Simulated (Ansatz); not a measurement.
# Al3Ru2: the cost of one run

Method: DFT PBEsol, scalar-relativistic, plane waves, PAW, in Ansatz 0.2.0.

1 further run of the same task is left out (set aside as unsound or not needed).

## Step 1: The system as given

Symmetry: I4/mmm, No. 139, tetragonal system. Conventional cell: a = 3.073 Å, b = 3.073 Å, c = 14.252 Å, α = 90.00°, β = 90.00°, γ = 90.00°. Al (site symmetry 4/mmm) has 8 Ru at 2.64 Å and 2 Al at 2.76 Å as nearest neighbours. Al (site symmetry 4mm) is surrounded by 5 Ru at 2.51 to 2.86 Å and 5 Al at 2.70 to 2.76 Å. Around Ru (site symmetry 4mm) lie 9 Al at 2.51 to 2.86 Å.

Structure file:

```cif
data_structure
_symmetry_space_group_name_H-M 'I4/mmm'
_symmetry_Int_Tables_number 139
_cell_length_a 3.0734
_cell_length_b 3.0734
_cell_length_c 14.2517
_cell_angle_alpha 90.000
_cell_angle_beta 90.000
_cell_angle_gamma 90.000
_cell_volume 134.61
loop_
_atom_site_label
_atom_site_type_symbol
_atom_site_symmetry_multiplicity
_atom_site_Wyckoff_symbol
_atom_site_fract_x
_atom_site_fract_y
_atom_site_fract_z
_atom_site_occupancy
Al1 Al 2 a 0.00000 0.00000 0.00000 1
Al2 Al 4 e 0.50000 0.50000 0.30626 1
Ru1 Ru 4 e 0.50000 0.50000 0.10566 1
```

It goes back to an entry of the Materials Project, which need not be the stable form.

It is the result of an earlier relaxation at this level (volume 13.46 Å³/atom; gap on the mesh: none (metal)).

## Step 2: Zero of the scan

Contents of input.yaml:

```yaml
crystal:
  lattice:
    - [-1.5366814004, 1.5366814004, 7.1258323271]
    - [1.5366814004, -1.5366814004, 7.1258323271]
    - [1.5366814004, 1.5366814004, -7.1258323271]
  atoms:
    - { symbol: Al, position: [0.0, 0.0, 0.0] }
    - { symbol: Al, position: [0.806256781, 0.806256781, 0.0] }
    - { symbol: Al, position: [0.193743219, 0.193743219, 0.0] }
    - { symbol: Ru, position: [0.6056584134, 0.6056584134, 0.0] }
    - { symbol: Ru, position: [0.3943415866, 0.3943415866, 0.0] }
basis:
  ecutwfc: 420
kpoints:
  mp_grid: { grid: [16, 16, 16] }
hamiltonian:
  xc: pbesol
scf:
  occupations: { method: gaussian, width: 0.15 }
output:
  forces: true
  stress: true
  eigenvalues: true
  write_density: true
  write_potential: true
  elf: true
  volumetric_format: npy
```

The run is started by

```sh
ansatz run input.yaml --threads 2 --pin off --max-ram 5120MiB --backend cpu --events-out ev --progress --plain --runs-dir out
```

**Question.** How long does this run take on 2 threads of Arm Neoverse V2, shared host, and how much memory does it need?

About 18 s, with a peak of 0.66 GiB.
